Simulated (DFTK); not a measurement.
The system is GaN.

```
Ga N
1.0
     3.18000    0.00000    0.00000
    -1.59000    2.75396    0.00000
     0.00000    0.00000    5.16600
Ga N
2 2
Direct
  0.66667 0.33333 0.50000
  0.33333 0.66667 0.00000
  0.66667 0.33333 0.87500
  0.33333 0.66667 0.37500
```

Base run:

* Program: DFTK 0.8.2
* Functional: r2SCAN
* Potentials or basis: SG15 1.2 (PBE)
* Cutoff: 1225 eV
* k mesh: 6 × 6 × 3
* Occupations: fermi-dirac, width 0.05 eV
* Spin: no spin polarisation

Its results: band gap on the k mesh 2.12 eV, direct.

**Question.** The run is repeated on the same cell with these changes: functional from r2SCAN to BJ06. What comes out?

**Answer.** Band gap on the k mesh 2.04 eV, direct.

Caveats: the program leaves the constant c of mgga_x_tb09 at 1, so the potential is Becke-Johnson's (BJ06) and not Tran and Blaha's, with levels but no total energy (some runs).

Not every run made on this cell is shown here.
